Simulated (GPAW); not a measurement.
Here is a GPAW 26.7.0 calculation.

File run.py:

```python
import numpy as np
from ase import Atoms
from ase.calculators.mixing import SumCalculator
from ase.dft.bandgap import bandgap
from ase.io import write
from dftd3.ase import DFTD3
from gpaw import GPAW, PW
from gpaw.xc import parametrizedxc

class ScaledMGGA(parametrizedxc.ParametrizedKernel):
    """Weighted sum of Libxc meta-GGA parts, named like '0.75_MGGA_X_..+1.0_MGGA_C_..'."""
    def __init__(self, name):
        super().__init__(name)
        self.type = 'MGGA'

    def calculate(self, e_g, n_sg, dedn_sg, sigma_xg, dedsigma_xg, tau_sg, dedtau_sg):
        e_g[:] = dedsigma_xg[:] = dedtau_sg[:] = 0.0
        for kernel, c in zip(self.kernels, self.coefs):
            e, v, s, t = [np.zeros_like(x) for x in [e_g, dedn_sg, dedsigma_xg, dedtau_sg]]
            kernel.calculate(e, n_sg, v, sigma_xg, s, tau_sg, t)
            e_g += c * e
            dedn_sg += c * v
            dedsigma_xg += c * s
            dedtau_sg += c * t

parametrizedxc.ParametrizedKernel = ScaledMGGA

atoms = Atoms(['Pt'],
              cell=[[0.0, 1.986704275, 1.986704275],
                    [1.986704275, 0.0, 1.986704275],
                    [1.986704275, 1.986704275, 0.0]],
              scaled_positions=[[0.0, 0.0, 0.0]],
              pbc=True)

calc = GPAW(mode=PW(500),
            xc={'name': '0.900_MGGA_X_TPSS+1.0_MGGA_C_TPSS', 'fraction': 0.1, 'omega': 0.0, 'backend': 'pw'},
            kpts={'size': (5, 5, 5), 'gamma': True},
            occupations={'name': 'fermi-dirac', 'width': 0.05},
            nbands=17,
            convergence={'density': 0.0001},
            maxiter=40,
            txt='gpaw.txt')
atoms.calc = SumCalculator([calc, DFTD3(method='tpssh', damping='d3bj')])
energy = atoms.get_potential_energy()
calc.write('gs.gpw')
write('result.traj', atoms)
print(f'Energy: {energy:.6f} eV')
print('Fermi level:', round(calc.get_fermi_level(), 4), 'eV')
print(f'Gap: {bandgap(calc)[0]:.4f} eV, direct: {bandgap(calc, direct=True)[0]:.4f} eV')
```

Potentials or basis: GPAW PAW data sets (gpaw-data 1.2.1), pw.

Command:

```sh
$ OMP_NUM_THREADS=1 python run.py
```

What does it give for the dispersion energy per atom?

-1.112 eV.

Estimate the band gap on the k mesh.

none (metal or under the smearing width).

Caveat: the k mesh is coarse (spacing up to 0.55 Å⁻¹), so the values aren't converged, least of all with exact exchange; the scaled meta-GGA exchange is a class typed in the script. Spin-orbit coupling is left out, which matters for the levels of Pt.
